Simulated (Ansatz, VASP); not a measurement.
Sb: VASP beside Ansatz

The input INCAR:

```
PREC = Accurate ; ENCUT = 520
EDIFF = 1E-8 ; ISMEAR = -1
SIGMA = 0.05 ; LREAL = F
LASPH = T ; NELM = 60
ALGO = Fast ; ISIF = 2
LWAVE = F ; LCHARG = F
GGA = PS ; LEFG = T
NBANDS = 8
```

The input KPOINTS:

```
regular mesh
0
Gamma
  12 12 12
```

File POSCAR:

```
Sb
1.0
    3.1438166807      0.0000000000      0.0000000000
    0.0000000000      3.1438166807      0.0000000000
    0.0000000000      0.0000000000      3.1438166807
Sb
1
Direct
    0.0000000000      0.0000000000      0.0000000000
```

Input for Ansatz:

```yaml
crystal:
  lattice:
    - [3.1438166807, 0.0, 0.0]
    - [0.0, 3.1438166807, 0.0]
    - [0.0, 0.0, 3.1438166807]
  atoms:
    - { symbol: Sb, position: [0.0, 0.0, 0.0] }
kpoints:
  mp_grid: { grid: [12, 12, 12] }
scf:
  occupations: { method: fermi_dirac, width: 0.05 }
hamiltonian:
  xc: pbesol
  pseudopotentials: { kind: all_electron, datasets: crystal }
output:
  forces: true
  stress: true
  eigenvalues: true
  efg: { contact_densities: true }
```

Change from the starting cell: volume scaled by 1.06, crystal datasets.

Alike in both runs: task electric field gradients; functional PBEsol; k mesh 12 × 12 × 12; occupations fermi-dirac, width 0.05 eV; no spin polarisation.

|  | VASP | Ansatz |
| --- | --- | --- |
| version | VASP 6.6.1 | Ansatz 0.2.0 |
| potentials or method | VASP PAW PBE potentials, release 64 (Sb) | all-electron PAW with datasets made for the crystal, scalar-relativistic |
| plane-wave cutoff (eV) | 520 | see its input |

```tsv
	VASP	Ansatz	Ansatz less VASP
pressure (GPa)	-4.0	-4.0	-0.04
Vzz of the field gradient on the site that differs most (V/Å²)	0.0	0.0	0.00
```

Ansatz ran all-electron here, so the differences hold the error of VASP's frozen core and of both bases. Ansatz warned: «gradients_without_spin_orbit».

Caveats: the PAW data sets were made with another functional, which shifts forces and pressure a little (VASP). The runs have no spin-orbit coupling, so splittings on Sb are missing.
